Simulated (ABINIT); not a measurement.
The system is Sb.

```
Sb
1.0
    -1.57654    1.57654    2.71194
     1.57654   -1.57654    2.71194
     1.57654    1.57654   -2.71194
Sb
1
Direct
  0.00000 0.00000 0.00000
```

This isn't the form of Sb at room conditions, which is rhombohedral.

- Program: ABINIT 10.8.3 (patched build)
- Task: relaxation of cell and atoms
- Functional: r2SCAN
- Potentials or basis: JTH PAW PBE v2.0
- Cutoff: 517 eV
- k mesh: 10 × 10 × 10
- Occupations: fermi-dirac, width 0.05 eV
- Spin: no spin polarisation

At the start: pressure 1.6 GPa; volume 26.96 Å³/atom.

Question: How do energy, volume and symmetry change on relaxing?

Answer: Over 7 steps the energy falls by 4.7 meV/atom and the volume is 27.72 Å³/atom (+2.8 %); space group I4/mmm (No. 139, to 0.05 Å).

Step by step:
```tsv
step	energy change (eV)	largest force (eV/Å)	pressure (GPa)	volume (Å³)
1	0.0000	0.0000	1.58	26.96
2	-0.0013	0.0000	1.27	27.09
3	-0.0044	0.0000	-0.06	27.71
4	-0.0045	0.0000	-0.13	27.75
5	-0.0047	0.0000	-0.20	27.80
6	-0.0047	0.0000	-0.12	27.77
7	-0.0047	0.0000	0.00	27.72
```

Final structure:
```
Sb
1.0
    -1.58255    1.58255    2.76671
     1.58255   -1.58255    2.76671
     1.58255    1.58255   -2.76671
Sb
1
Direct
  0.00000 0.00000 0.00000
```

Caveat: the PAW data sets were made with another functional, which shifts forces and pressure a little.
